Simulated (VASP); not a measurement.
Wanted: an ASE script for a VASP 6.6.1 run.

```yaml
Task: density of states
Functional: BLYP
Potentials_or_basis: VASP PAW PBE potentials, release 64 (Nd_3), 4f in core
Cutoff: 520 eV
k_mesh: 8 × 8 × 5
Occupations: gaussian, width 0.05 eV
Spin: collinear spin, ferromagnetic start
Starting_moments: "[3.0, 3.0] μB"
Further_INCAR_settings: ALGO = Normal; EDIFF = 1.00e-06; NBANDS = 22
```

Crystal: Nd.

```
CELL_PARAMETERS angstrom
3.65700 0.00000 0.00000
-1.82850 3.16705 0.00000
0.00000 0.00000 5.90200
ATOMIC_POSITIONS crystal
Nd 0.66667 0.33333 0.75000
Nd 0.33333 0.66667 0.25000
```

This isn't the form of Nd at room conditions, which is double hcp.

The input as run:

run.py

```python
from ase.calculators.vasp import Vasp
from ase.dft.dos import DOS
from ase.spacegroup import crystal

atoms = crystal(
    ['Nd'],
    basis=[[0.6666666667, 0.3333333333, 0.75]],
    spacegroup=194,
    setting=1,
    cellpar=[3.657, 3.657, 5.902, 90.0, 90.0, 120.0],
    primitive_cell=True,
)
atoms.set_initial_magnetic_moments([3.0, 3.0])
calc = Vasp(
    directory='calc',
    xc='blyp',
    pp='PBE',
    setups='recommended',
    prec='Accurate',
    encut=520,
    ediff=1e-06,
    ismear=0,
    sigma=0.05,
    lreal=False,
    lasph=True,
    nelm=120,
    algo='Normal',
    isif=2,
    lwave=False,
    lcharg=False,
    ispin=2,
    lorbit=10,
    lmaxmix=6,
    kpts=[8, 8, 5],
    gamma=True,
    nbands=22,
)
atoms.calc = calc

print('energy (eV):', atoms.get_potential_energy())
print('free energy (eV):', atoms.get_potential_energy(force_consistent=True))
print('forces (eV/A):')
print(atoms.get_forces())
print('stress (eV/A^3, Voigt):', atoms.get_stress())
print('Fermi level (eV):', calc.get_fermi_level())
print('moment (muB):', atoms.get_magnetic_moment())
print('site moments (muB):', atoms.get_magnetic_moments())
dos = DOS(calc, width=0.05, window=(-10, 10), npts=201)
print('E - E_F (eV), DOS (1/eV)')
for e, g in zip(dos.get_energies(), dos.get_dos()):
    print(f'{e:8.3f} {g:10.4f}')
```

Potentials or basis: VASP PAW PBE potentials, release 64 (Nd_3), 4f in core.

Run with:

```sh
$ python run.py
```

Results of the run:

* Pressure: 3.5 GPa
* Band gap on the k mesh: none (metal or under the smearing width)
* Net moment: 0.00 μB per cell
* Valence electrons inside the program's atomic spheres: Nd 8.95

Caveat: the magnetic or orbital state may not be the lowest; the PAW data sets were made with another functional, which shifts forces and pressure a little; spin-orbit coupling is left out, which moves the levels of the heavy elements; the 4f electrons are frozen in the core as for a trivalent ion, so they carry no moment and show no levels.

Run time: 64 s on 1 thread of Intel(R) Xeon(R) 6975P-C (Granite Rapids), on a shared host, peak memory 0.24 GiB.
